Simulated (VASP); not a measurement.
Here is a VASP 6.6.1 calculation.

Contents of INCAR:

```
PREC = Accurate ; ENCUT = 600
EDIFF = 1E-7 ; ISMEAR = 0
SIGMA = 0.1 ; LREAL = False
LASPH = True ; NELM = 60
ALGO = Fast ; ISIF = 3
LWAVE = False ; LCHARG = False
GGA = PE ; IBRION = 2
NSW = 100 ; EDIFFG = -0.01
```

File KPOINTS:

```
regular mesh
0
Gamma
  18 18 18
```

File POSCAR:

```
NbAs
1.0
    3.2191940278      0.0000000000      0.0000000000
    0.0000000000      3.2191940278      0.0000000000
    0.0000000000      0.0000000000      3.2191940278
Nb As
1 1
Direct
    0.0000000000      0.0000000000      0.0000000000
    0.5000000000      0.5000000000      0.5000000000
```

Potentials or basis: VASP PAW PBE potentials, release 64 (Nb_sv, As).

The run is started by

```bash
$ cat potpaw_PBE.64/Nb_sv/POTCAR potpaw_PBE.64/As/POTCAR > POTCAR
$ mpirun -np 1 vasp_std > vasp.out
```

Problem. Predict the relaxed cell.

Solution. a = 3.218 Å, b = 3.218 Å, c = 3.218 Å, α = 90.00°, β = 90.00°, γ = 90.00°.

Problem. Estimate the relaxed volume.

Solution. 16.65 Å³/atom.

Problem. Estimate the space group after relaxing (to 0.05 Å).

Solution. Pm-3m (No. 221).

Problem. Predict the band gap on the k mesh.

Solution. None (metal or under the smearing width).

Final structure:
```
Nb As
1.0
     3.21754    0.00000    0.00000
     0.00000    3.21754    0.00000
     0.00000    0.00000    3.21754
Nb As
1 1
Direct
  0.00000 0.00000 0.00000
  0.50000 0.50000 0.50000
```
